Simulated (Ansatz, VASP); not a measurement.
## TiC in VASP and in Ansatz

INCAR

```
ALGO = Normal ; EDIFF = 1E-7
ENCUT = 520 ; GGA = PS
ISIF = 2 ; ISMEAR = 0
LASPH = T ; LCHARG = F
LREAL = F ; LWAVE = F
NBANDS = 15 ; NELM = 60
PREC = Accurate ; SIGMA = 0.15
```

KPOINTS

```
k-points
0
Gamma
  18 18 18
```

POSCAR

```
TiC
1.0
    0.0000000000      2.1640000000      2.2181000000
    2.1640000000      0.0000000000      2.2181000000
    2.1640000000      2.1640000000      0.0000000000
Ti C
1 1
Direct
    0.0000000000      0.0000000000      0.0000000000
    0.5000000000      0.5000000000      0.5000000000
```

Input for Ansatz:

```yaml
crystal:
  lattice:
    - [0.0, 2.164, 2.2181]
    - [2.164, 0.0, 2.2181]
    - [2.164, 2.164, 0.0]
  atoms:
    - { symbol: Ti, position: [0.0, 0.0, 0.0] }
    - { symbol: C, position: [0.5, 0.5, 0.5] }
basis:
  ecutwfc: 420
kpoints:
  mp_grid: { grid: [18, 18, 18] }
hamiltonian:
  xc: pbesol
scf:
  occupations: { method: gaussian, width: 0.15 }
output:
  forces: true
  stress: true
  eigenvalues: true
```

Change from the starting cell: strain +0.0250 x Voigt [0, 0, 1, 0, 0, 0], atoms carried along.

Alike in both runs: task single point; functional PBEsol; k mesh 18 × 18 × 18; occupations gaussian, width 0.15 eV; no spin polarisation.

```csv
,VASP,Ansatz
version,VASP 6.6.1,Ansatz 0.2.0
potentials or method,"VASP PAW PBE potentials, release 64 (Ti_sv, C)","scalar-relativistic, plane waves, PAW"
plane-wave cutoff (eV),520,420
valence electrons in the cell,16,16
```

|  | VASP | Ansatz | Ansatz less VASP |
| --- | --- | --- | --- |
| gap on the k mesh at the Fermi level (eV) | none | none | - |
| pressure (GPa) | -11.3 | -11.6 | -0.28 |
| largest component of the traceless stress (GPa) | 5.43 | 5.40 | -0.036 |

A gap of «none» marks a metal or a gap that the smearing closes.

Caveats: the PAW data sets were made with another functional, which shifts forces and pressure a little (VASP).
